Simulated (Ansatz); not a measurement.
# CdS, space group P3m1: a Delta-SCF excitation

Computed with the Ansatz DFT code, driven from Python.

Contents of `cds.cif`:
```cif
data_CdS
_cell_length_a 4.261170
_cell_length_b 4.261170
_cell_length_c 5.804173
_cell_angle_alpha 90.00000
_cell_angle_beta 90.00000
_cell_angle_gamma 120.00000
_symmetry_space_group_name_H-M 'P 1'
_symmetry_Int_Tables_number 1
loop_
_symmetry_equiv_pos_as_xyz
'x, y, z'
loop_
_atom_site_label
_atom_site_type_symbol
_atom_site_fract_x
_atom_site_fract_y
_atom_site_fract_z
Cd1 Cd    0.000000    0.000000    0.442692
S2 S    0.666667    0.333333    0.434308
```

Run as a notebook:

**Cell 1**
```python
import warnings

import ansatz as az
from ase.io import read
```

**Cell 2**
```python
config = {
    'functional': 'r2SCAN',
    'mesh': (1, 1, 1),
    'smearing': 'fermi_dirac',
    'smearing_width': 0.01,
    'n_empty': 4,
}
```

**Cell 3**
```python
warnings.simplefilter('ignore', az.DeckWarning)
```

**Cell 4**
```python
atoms = read('cds.cif')
system = az.Crystal.from_ase(atoms)
```

**Cell 5**
```python
system.resolved().sites[-1]
```
Output:
```text
Site(symbol='S', position=(0.666667, 0.33333299999999993, 0.434308), moment=None, axis=None, held=None, saved=None)
```

**Cell 6**
```python
ground = (
    system.calculation()
    .functional(config['functional'])
    .kpoints(*config['mesh'])
    .occupations(config['smearing'], width=config['smearing_width'])
    .scf(extra_bands=config['n_empty'])
    .band_table()
)
excited = ground.excitation(hole_k=0, hole_band='v1', hole_track='overlap', particle_k=0, particle_band='c1', particle_track='overlap')
low, high = ground.run(threads=1).report, excited.run(threads=1).report
share = low['kweights'][0]
top = round(low['n_electrons'] / 2)
print('Kohn-Sham gap at the first k-point:', round(low['eigenvalues_ev'][0][top] - low['eigenvalues_ev'][0][top - 1], 3), 'eV')
print('energy difference per cell:', round(high['lagrangian_ev'] - low['lagrangian_ev'], 4), 'eV; weight of the point', round(share, 4))
print('per electron moved:', round((high['lagrangian_ev'] - low['lagrangian_ev']) / share, 3), 'eV')
```
Output:
```text
RunWarning: ΔSCF hole: seed band 12 (bands are counted from 0) lies in a 2-fold degenerate manifold [11, 12] at 1.0e-4 eV resolution, on a gap of 1.37e0 eV certified (the least, over the bands outside them, of the distance in energy less both bands' residual [...]
Kohn-Sham gap at the first k-point: 1.507 eV
energy difference per cell: 1.7182 eV; weight of the point 1.0
per electron moved: 1.718 eV
```

Reading the output:
- The settings weren't tested for convergence.
- Semilocal gaps usually lie well under measured ones.
- The computed bands are complete only to about 4.8 eV above the Fermi level.
- Energy and stress may still move on a finer k-point mesh.
- The structure comes from a database of computed cells and needn't be a stable or known phase.
- Levels are Kohn-Sham eigenvalues on this mesh, without spin-orbit coupling.
- Warnings are shown shortened and without file and line.
- One k-point of a small cell stands for a dense array of excitations, so this isn't the optical gap of the solid.
- The script silences the warnings on its input, which a real study should read.
- The whole script took 6.5 s on 1 thread of Arm Neoverse V2, with other jobs on the host, peak memory 0.53 GiB.

(Lines on the test bed's own set-up are left out of the output.)
